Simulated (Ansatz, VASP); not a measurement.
**Two plane-wave programs on Y**

The input INCAR:

```
PREC     = Accurate       # precision mode
ENCUT    = 520            # plane-wave cutoff, eV
EDIFF    = 1E-8           # SCF threshold, eV
ISMEAR   = -1             # smearing method
SIGMA    = 0.05           # smearing width, eV
LREAL    = F              # projectors in reciprocal space
LASPH    = T              # aspherical terms in the spheres
NELM     = 100            # most SCF steps
ALGO     = Normal         # electronic algorithm
ISIF     = 2              # what is computed and relaxed
LWAVE    = F              # write WAVECAR
LCHARG   = F              # write CHGCAR
GGA      = PE             # functional
LEFG     = T            
NBANDS   = 18             # bands
```

The input KPOINTS:

```
regular mesh
0
Gamma
  9 9 9
```

POSCAR

```
Y
1.0
    0.0000000000      3.5422739184      3.5422739184
    3.5422739184      0.0000000000      3.5422739184
    3.5422739184      3.5422739184      0.0000000000
Y
2
Direct
    0.0000000000      0.0000000000      0.0000000000
    0.2500000000      0.2500000000      0.2500000000
```

Input for Ansatz:

```yaml
crystal:
  lattice:
    - [0.0, 3.5422739184, 3.5422739184]
    - [3.5422739184, 0.0, 3.5422739184]
    - [3.5422739184, 3.5422739184, 0.0]
  atoms:
    - { symbol: "Y", position: [0.0, 0.0, 0.0] }
    - { symbol: "Y", position: [0.25, 0.25, 0.25] }
kpoints:
  mp_grid: { grid: [9, 9, 9] }
scf:
  occupations: { method: fermi_dirac, width: 0.05 }
hamiltonian:
  xc: pbe
  pseudopotentials: { kind: paw }
output:
  forces: true
  stress: true
  eigenvalues: true
  efg: { contact_densities: true }
```

Change from the starting cell: volume scaled by 1.02, PAW files.

Alike in both runs: task electric field gradients; functional PBE; k mesh 9 × 9 × 9; occupations fermi-dirac, width 0.05 eV; no spin polarisation.

```csv
,VASP,Ansatz
version,VASP 6.6.1,Ansatz 0.2.0
potentials or method,"VASP PAW PBE potentials, release 64 (Y_sv)","PAW with Ansatz's default frozen-core files, scalar-relativistic"
plane-wave cutoff (eV),520,420
valence electrons in the cell,22,22
```

```tsv
	VASP	Ansatz	Ansatz less VASP
pressure (GPa)	-0.2	-0.2	-0.01
Vzz of the field gradient on the site that differs most (V/Å²)	0.0	0.0	0.00
```

The functional is the same, so the differences come from potentials, cutoffs and numerics. Ansatz warned: «gradients_without_spin_orbit».
